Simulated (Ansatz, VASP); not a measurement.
# ZrS: VASP beside Ansatz

```
Zr S
1.0
     0.00000    2.62500    2.62500
     2.62500    0.00000    2.62500
     2.62500    2.62500    0.00000
Zr S
1 1
Direct
  0.50000 0.50000 0.50000
  0.00000 0.00000 0.00000
```

The cell comes from a database or a generator and needn't be the stable form of this composition.

Alike in both runs: task single point; functional PBEsol; k mesh 12 × 12 × 12; occupations gaussian, width 0.05 eV; no spin polarisation.

```csv
,VASP,Ansatz
version,VASP 6.6.1,Ansatz 0.2.0
potentials or method,"VASP PAW PBE potentials, release 64 (Zr_sv, S)","scalar-relativistic, plane waves, PAW"
plane-wave cutoff (eV),520,420
valence electrons in the cell,18,18
```

VASP gave:

- gap on the k mesh at the Fermi level (eV): none
- pressure (GPa): -6.3

Task: Which values does Ansatz return?

Result: gap on the k mesh at the Fermi level (eV): none; pressure (GPa): -6.5.

A gap of «none» marks a metal or a gap that the smearing closes.

Caveats: the PAW data sets were made with another functional, which shifts forces and pressure a little (VASP).
